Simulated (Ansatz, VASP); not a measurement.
**Ir in VASP and in Ansatz**

File INCAR:

```
  PREC = Accurate
  ENCUT = 520
  EDIFF = 1E-6
  ISMEAR = -1
  SIGMA = 0.1
  LREAL = False
  LASPH = True
  NELM = 100
  ALGO = Normal
  ISIF = 2
  LWAVE = False
  LCHARG = True
  GGA = PE
  IVDW = 12
  LELF = True
  LVHAR = True
  NBANDS = 10
```

Contents of KPOINTS:

```
Automatic mesh
0
Gamma
  13 13 13
```

Contents of POSCAR:

```
Ir
1.0
    0.0000000000      1.8984188054      1.8984188054
    1.8984188054      0.0000000000      1.8984188054
    1.8984188054      1.8984188054      0.0000000000
Ir
1
Direct
    0.0000000000      0.0000000000      0.0000000000
```

Input for Ansatz:

```yaml
crystal:
  lattice:
    - [0.0, 1.8984188054238225, 1.8984188054238225]
    - [1.8984188054238225, 0.0, 1.8984188054238225]
    - [1.8984188054238225, 1.8984188054238225, 0.0]
  atoms:
    - { symbol: Ir, position: [0.0, 0.0, 0.0] }
basis:
  ecutwfc: 500.0
kpoints:
  mp_grid:
    grid: [13, 13, 13]
hamiltonian:
  xc: pbe
  dispersion: d3bj
  pseudopotentials:
    kind: paw
scf:
  convergence:
    dr2_threshold: 1.0e-10
  occupations:
    method: fermi_dirac
    width: 0.1
output:
  stress: true
```

Alike in both runs: task single point; functional PBE; dispersion D3(BJ); k mesh 13 × 13 × 13; occupations fermi-dirac, width 0.1 eV; no spin polarisation.

|  | VASP | Ansatz |
| --- | --- | --- |
| version | VASP 6.6.1 | Ansatz 0.2.0 |
| potentials or method | VASP PAW PBE potentials, release 64 (Ir) | plane waves, PAW |
| plane-wave cutoff (eV) | 520 | 500 |
| valence electrons in the cell | 9 | 17 |

Ansatz gave:

```
pressure (GPa)               : 14.5
dispersion energy (meV/atom) : -761.2
```

What did VASP give for the same quantities?

Pressure (GPa): 15.4; dispersion energy (meV/atom): -761.0.

The two sets of potentials don't hold the same shells in valence.

Caveats: so large a pressure means that the cell lies far from this level's equilibrium, or that cutoff or potentials fall short (VASP); pairwise dispersion overbinds metals, which lowers pressure and volume. The runs have no spin-orbit coupling, so splittings on Ir are missing.
